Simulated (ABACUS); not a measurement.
# V (Im-3m) in ABACUS: settings compared

One crystal, V, is run at these levels: PBE, PBEsol; tasks: single point.

Program: ABACUS 3.10.1. These are calculated values, not measurements. Logs are shortened: lines on timing, memory, paths and dates and some standing lists are left out, and cuts for length are marked.

## 1. The crystal as given

Symmetry: Im-3m, No. 229, cubic system. The conventional cell has a = 3.029 Å, b = 3.029 Å, c = 3.029 Å, α = 90.00°, β = 90.00°, γ = 90.00°. V (site symmetry m-3m) is surrounded by 8 V at 2.62 Å.

## 2. Single point, PBE, collinear spin, ferromagnetic start

run_abacus.py

```python
"""ABACUS run from a structure file: ASE reads it, the script writes STRU, KPT and INPUT."""
import re
import subprocess
from ase.io import read
from ase.units import Bohr

atoms = read("V.cif")
atoms = atoms[(-atoms.numbers).argsort(kind="stable")]  # ABACUS lists atoms element by element
pseudo = {'V': 'V_ONCV_PBE-1.2.upf'}
orbital = {'V': 'V_confined-atom_7au_2s1p1d.orb'}
magmoms = [2.0]
kmesh = [11, 11, 11]
params = {
    'suffix': 'V',
    'calculation': 'scf',
    'basis_type': 'lcao',
    'pseudo_dir': './',
    'orbital_dir': './',
    'symmetry': 1,
    'dft_functional': 'pbe',
    'ecutwfc': 100,
    'pseudo_rcut': 10,
    'nspin': 2,
    'nbands': 10,
    'ks_solver': 'genelpa',
    'smearing_method': 'fd',
    'smearing_sigma': 0.00367493,
    'scf_thr': 1e-07,
    'scf_nmax': 100,
    'mixing_type': 'broyden',
    'mixing_beta': 0.4,
    'cal_force': 1,
    'cal_stress': 1,
    'out_mul': 1,
    'out_chg': 1,
    'out_pot': 2,
    'out_elf': 1,
}

symbols = atoms.get_chemical_symbols()
elements = list(dict.fromkeys(symbols))
lines = ["ATOMIC_SPECIES"] + [f"{e} {atoms.get_masses()[symbols.index(e)]:.4f} {pseudo[e]}" for e in elements]
if orbital:
    lines += ["", "NUMERICAL_ORBITAL"] + [orbital[e] for e in elements]
lines += ["", "LATTICE_CONSTANT", f"{1 / Bohr:.10f}", "", "LATTICE_VECTORS"]
lines += [" ".join(f"{x:.10f}" for x in v) for v in atoms.cell]
lines += ["", "ATOMIC_POSITIONS", "Direct"]
for e in elements:
    lines += ["", e, "0.0", str(symbols.count(e))]
    for i, p in enumerate(atoms.get_scaled_positions(wrap=False)):
        if symbols[i] == e:
            mag = "" if magmoms is None else " mag " + " ".join(str(x) for x in (magmoms[i] if isinstance(magmoms[i], list) else [magmoms[i]]))
            lines.append(" ".join(f"{x:.10f}" for x in p) + " 1 1 1" + mag)
open("STRU", "w").write("\n".join(lines) + "\n")
open("KPT", "w").write("K_POINTS\n0\nGamma\n%d %d %d 0 0 0\n" % tuple(kmesh))
open("INPUT", "w").write("INPUT_PARAMETERS\n" + "".join(f"{k:<20s}{v}\n" for k, v in params.items()))

done = subprocess.run(['mpirun', '-np', '4', 'abacus'])
if done.returncode:
    raise SystemExit(done.returncode)
log = open("OUT.V/running_scf.log").read()
print("final energy (eV):", re.findall(r"FINAL_ETOT_IS (\S+)", log))
```

V.cif

```cif
data_V
_cell_length_a 2.62293114
_cell_length_b 2.62293114
_cell_length_c 2.62293114
_cell_angle_alpha 109.47122063
_cell_angle_beta 109.47122063
_cell_angle_gamma 109.47122063
_space_group_name_H-M_alt 'P1'
_space_group_name_Hall 'P 1'
_space_group_IT_number 1
loop_
_space_group_symop_operation_xyz
'x,y,z'
loop_
_atom_site_label
_atom_site_type_symbol
_atom_site_symmetry_multiplicity
_atom_site_Wyckoff_symbol
_atom_site_fract_x
_atom_site_fract_y
_atom_site_fract_z
_atom_site_occupancy
V1 V 1 a 0.0000000000 0.0000000000 0.0000000000 1
```

Potentials or basis: SG15 ONCV 1.2 PBE, SZ LCAO (the cutoffs set its grid).

Command:

```
$ OMP_NUM_THREADS=1 python run_abacus.py > log
```

running log:

```text
ABACUS v3.10.1

               Atomic-orbital Based Ab-initio Computation at UStc

 ------------------------------------------------------------------------------------

 READING GENERAL INFORMATION
                           global_out_dir = OUT.V/
                           global_in_card = INPUT
                               pseudo_dir = ./
                              orbital_dir = ./
                                    DSIZE = 4
                                    GSIZE = 1

 READING UNITCELL INFORMATION
                                    ntype = 1
                  lattice constant (Bohr) = 1.88973
              lattice constant (Angstrom) = 1

 READING ATOM TYPE 1
                               atom label = V
                      L=0, number of zeta = 2
                      L=1, number of zeta = 1
                      L=2, number of zeta = 1
             number of atom for this type = 1
               magnetization of element 1 = 2

                        TOTAL ATOM NUMBER = 1
DIRECT COORDINATES
    atom                   x                   y                   z     mag                  vx                  vy                  vz
taud_V1            0.0000000000        0.0000000000        0.0000000000  2.0000        0.0000000000        0.0000000000        0.0000000000

                          Volume (Bohr^3) = 93.7423
                             Volume (A^3) = 13.8912

 Lattice vectors: (Cartesian coordinate: in unit of a_0)
             +2.62293                  +0                  +0
             -0.87431            +2.47292                  +0
             -0.87431            -1.23646            +2.14161
 Reciprocal vectors: (Cartesian coordinate: in unit of 2 pi/a_0)
            +0.381253           +0.134793           +0.233469
                   -0            +0.40438           +0.233469
                   +0                  -0           +0.466937
 The esolver type has been set to : ksdft_lcao

                PAO radial cut off (Bohr) = 10

 Read in pseudopotential file is V_ONCV_PBE-1.2.upf
                     pseudopotential type = NC
          exchange-correlation functional = PBE
                 nonlocal core correction = 0
                        valence electrons = 13
                                     lmax = 2
                           number of zeta = 0
                     number of projectors = 6
                           L of projector = 0
                           L of projector = 0
                           L of projector = 1
                           L of projector = 1
[... 175 lines left out ...]
                         PeriodicBoundary = 1
                        Radius(unit:lat0) = 9.59
                                   glayer = [ 6, 6, 6 ]
                             glayer_minus = [ 5, 5, 5 ]

Find the coordinate range of the input atom(unit:lat0).
                                  min_tau = [ -21.9, -18.5, -10.7 ]
                                  max_tau = [ 21.9, 18.5, 10.7 ]
                                BoxNumber = [ 11, 11, 11 ]

 SETUP EXTENDED REAL SPACE GRID FOR GRID INTEGRATION
                          real space grid = [ 32, 32, 32 ]
                 big cell numbers in grid = [ 8, 8, 8 ]
             meshcell numbers in big cell = [ 4, 4, 4 ]
                        extended fft grid = [ 14, 14, 14 ]
                dimension of extened grid = [ 37, 37, 37 ]
                            UnitCellTotal = 125
              Atom number in sub-FFT-grid = 1
    Local orbitals number in sub-FFT-grid = 10
                                ParaV.nnr = 3725
                                 init_chg = atomic

 LCAO ALGORITHM --------------- ION=   1  ELEC=   1--------------------------------
          total magnetism (Bohr mag/cell) = 0.972287
       absolute magnetism (Bohr mag/cell) = 0.972287
                        nelec for spin up = 6.98614
                      nelec for spin down = 6.01386
[... 181 lines left out ...]
 Density error is 1.63869589626e-08
----------------------------------------------------------
     Energy           Rydberg                 eV
----------------------------------------------------------
 E_KohnSham     -142.1039417032      -1933.4233154230
 E_KS(sigma->0) -142.1035555191      -1933.4180611191
 E_Harris       -142.1039415129      -1933.4233128347
 E_band         -8.6835838917        -118.1462199888
 E_one_elec     -48.5051115833       -659.9458996582
 E_Hartree      31.2062699191        424.5830842261
 E_xc           -17.3456491761       -235.9996643039
 E_Ewald        -107.4586784948      -1462.0503270792
 E_entropy(-TS) -0.0007723682        -0.0105086078
 E_descf        0.0000000000         0.0000000000
 E_exx          0.0000000000         0.0000000000
 E_Fermi        1.3474608709         18.3331456761
----------------------------------------------------------

 charge density convergence is achieved
 final etot is -1933.4233154 eV
 EFERMI = 18.333145676 eV
The vacuum level is 14.400524722 eV

 STATE ENERGY(eV) AND OCCUPATIONS    NSPIN == 2
SPIN UP :
 1/56 kpoint (Cartesian) = 0.0000 0.0000 0.0000 (387 pws)
       1       -44.4538    0.000751315
       2       -18.0144    0.000751315
       3       -18.0144    0.000751315
       4       -18.0144    0.000751315
       5        9.76043    0.000751315
       6        18.5752    5.89106e-06
       7        18.5752    5.89106e-06
       8        18.5752    5.89106e-06
       9        20.6899    2.54391e-24
      10        20.6899    2.54391e-24
[... 49 lines left out ...]
 6/56 kpoint (Cartesian) = -0.17330 0.12254 0.0000 (399 pws)
       1       -44.2502     0.00901578
       2       -18.9167     0.00901578
       3       -18.2941     0.00901578
       4       -18.0215     0.00901578
       5        13.9762     0.00901578
       6        16.8767     0.00901578
       7        20.6583    5.73531e-23
       8        21.0771    1.32168e-26
       9        22.4631    1.21013e-38
      10        25.1301    8.26543e-62

[... levels at 106 further k points ...]

-------------------------------------------------
 Total Magnetism (uB)
-------------------------------------------------
                         V1        -0.0000000228
-------------------------------------------------

 correction force for each atom along direction 1 is 3.43871e-15
 correction force for each atom along direction 2 is 4.64726e-15
 correction force for each atom along direction 3 is 1.06571e-14
------------------------------------------------------------------------------------------
 TOTAL-FORCE (eV/Angstrom)
------------------------------------------------------------------------------------------
                        V1         0.0000000000         0.0000000000         0.0000000000
------------------------------------------------------------------------------------------

----------------------------------------------------------------
 TOTAL-STRESS (KBAR)
----------------------------------------------------------------
       -93.8950012360         0.0000000076         0.0000000132
         0.0000000076       -93.8950012314         0.0000000197
         0.0000000132         0.0000000197       -93.8950012113
----------------------------------------------------------------
 TOTAL-PRESSURE: -93.895001 KBAR

 --------------------------------------------
 !FINAL_ETOT_IS -1933.4233154230068976 eV
 --------------------------------------------
```

STRU:

```text
ATOMIC_SPECIES
V 50.9415 V_ONCV_PBE-1.2.upf

NUMERICAL_ORBITAL
V_confined-atom_7au_2s1p1d.orb

LATTICE_CONSTANT
1.8897261258

LATTICE_VECTORS
2.6229311400 0.0000000000 0.0000000000
-0.8743103798 2.4729231943 0.0000000000
-0.8743103798 -1.2364615967 2.1416143081

ATOMIC_POSITIONS
Direct

V
0.0
1
0.0000000000 0.0000000000 0.0000000000 1 1 1 mag 2.0
```

Run time: 3.7 s. Hardware: 4 MPI ranks of Intel Xeon Platinum 8488C (Sapphire Rapids), shared host; peak memory 0.36 GiB.

These settings aren't checked as converged: the numbers below hold their error.

What came out:

```yaml
Free_energy: -1933.4233 eV
Pressure: -9.4 GPa
Band_gap_on_the_k_mesh: none (metal or under the smearing width)
Net_moment: 0.00 μB per cell
Absolute_moment: 0.00 μB per cell
```

Caveat: the atomic orbitals were generated for these runs and aren't a published set; the basis of atomic orbitals isn't converged, which shifts pressures, moduli and gaps.

(Continued in part 2 of 2.)
